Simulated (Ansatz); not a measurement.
TiB under pressure: fit and missing row

TiB, F-43m, a = 4.953 Å. The structure is a COD entry; whether it is the stable form wasn't checked. Ansatz: r2SCAN, PAW, 500 eV, Γ-centred 14×14×14 mesh on 2 atoms, Gaussian smearing 0.10 eV; no spin polarisation. Cell and atoms are relaxed at each pressure, and no other structure is tried, so the rows at high pressure may lie past a change of phase.

| V (Å³/atom) | P (GPa) |
| --- | --- |
| ? | 40.01 |
| 13.116 | 20.06 |
| 13.991 | 10.03 |
| 14.530 | 5.08 |
| 14.913 | 2.02 |
| 15.193 | 0.00 |
| 15.488 | -1.95 |

Problem. Take V0 = 15.193 Å³/atom, fit the third-order Birch–Murnaghan form to the other rows, and predict the missing volume.

Solution. With the Eulerian strain f = ½[(V0/V)^(2/3) − 1] and y = P/[3f(1 + 2f)^(5/2)], the form is the line y = B0 + 1.5 B0 (B0′ − 4) f. Rows (f, y): 0.05148, 101.7; 0.02824, 103.2; 0.01510, 104.1; 0.00624, 104.6; -0.00637, 105.4. Means f = 0.01894, y = 103.80; Σ(Δf)² = 0.001962, ΣΔfΔy = -0.1257; the slope is their ratio. y = 105.0 − 64.08 f GPa, so B0 = 105.0 GPa and B0′ = 4 + 2 × (-64.08)/(3 × 105.0) = 3.59. P = 40.01 GPa is met at f = 0.08913 (y = 99.29), so V = V0 (1 + 2f)^(−3/2) = 11.879 Å³/atom. The run gave 11.872 Å³/atom, so the fit is 0.007 Å³/atom too high, a small miss on the scale of the series. The form still works here, 91 % of the fitted range beyond its end.

The mesh isn't the same in all rows (14×14×14, 16×16×16).